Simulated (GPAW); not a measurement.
The system is GaAs.

```xyz
2
Lattice="0.0000 2.8268 2.8268 2.8268 0.0000 2.8268 2.8268 2.8268 0.0000" Properties=species:S:1:pos:R:3 pbc="T T T"
As    4.2403    4.2403    4.2403
Ga    0.0000    0.0000    0.0000
```

```yaml
Program: GPAW 26.7.0
Task: relaxation of cell and atoms
Functional: revPBE
Potentials_or_basis: the program's PAW data sets (release 1.2.1) made for this functional
Cutoff: 600 eV
Basis: pw
k_mesh: 8 × 8 × 8
Occupations: fermi-dirac, width 0.05 eV
Spin: no spin polarisation
```

At the start: pressure 5.8 GPa; volume 22.59 Å³/atom.

Task: How do energy, volume and symmetry change on relaxing?

Result: Over 11 steps the energy falls by 31.7 meV/atom and the volume is 24.65 Å³/atom (+9.1 %); space group F-43m (No. 216, to 0.05 Å).

The path:
| step | energy change (eV) | largest force (eV/Å) | pressure (GPa) | volume (Å³) |
| --- | --- | --- | --- | --- |
| 1 | 0.0000 | 0.0000 | 5.77 | 45.18 |
| 2 | -0.0183 | 0.0000 | 4.76 | 45.73 |
| 3 | -0.0434 | 0.0000 | 3.04 | 46.77 |
| 4 | -0.0608 | 0.0000 | 1.07 | 48.15 |
| 5 | -0.0621 | 0.0000 | -0.73 | 49.69 |
| 6 | -0.0622 | 0.0000 | -0.71 | 49.67 |
| 7 | -0.0624 | 0.0000 | -0.67 | 49.63 |
| 8 | -0.0626 | 0.0000 | -0.60 | 49.57 |
| 9 | -0.0629 | 0.0000 | -0.52 | 49.49 |
| 10 | -0.0632 | 0.0000 | -0.41 | 49.40 |
| 11 | -0.0634 | 0.0000 | -0.30 | 49.29 |

Final structure:
```yaml
crystal:
  lattice:
    - [0.00000, 2.91013, 2.91013]
    - [2.91013, 0.00000, 2.91013]
    - [2.91013, 2.91013, 0.00000]
  atoms:
    - { symbol: As, position: [0.75000, 0.75000, 0.75000] }
    - { symbol: Ga, position: [0.00000, 0.00000, 0.00000] }
```

Caveat: later steps reuse the first step's grids.
